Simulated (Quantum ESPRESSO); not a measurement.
Ag in Quantum ESPRESSO: the effect of functional

Ag:

```
CELL_PARAMETERS angstrom
0.00000 2.04275 2.04275
2.04275 0.00000 2.04275
2.04275 2.04275 0.00000
ATOMIC_POSITIONS crystal
Ag 0.00000 0.00000 0.00000
```

Alike in all runs:

```yaml
Program: Quantum ESPRESSO 7.5
Task: phonon dispersion
k_mesh: 12 × 12 × 12
Occupations: cold, width 0.2 eV
Spin: no spin polarisation
```

Each run relaxes the cell or the atoms first.

Problem. One run gave: relaxed volume 16.03 Å³/atom; highest phonon frequency 190 cm⁻¹. Which functional did it use?
A. PBE
B. PBEsol
C. LDA

Solution. C.

```csv
functional,potentials or basis,cutoff,relaxed volume (Å³/atom),highest phonon frequency (cm⁻¹)
LDA,PseudoDojo 0.4.1 SR LDA standard,1170 eV,16.03,190
PBE,PseudoDojo 0.4.1 SR PBE standard,1116 eV,17.80,161
PBEsol,PseudoDojo 0.4.1 SR PBEsol standard,1116 eV,16.67,178
```

Not every run made on this cell is shown here.
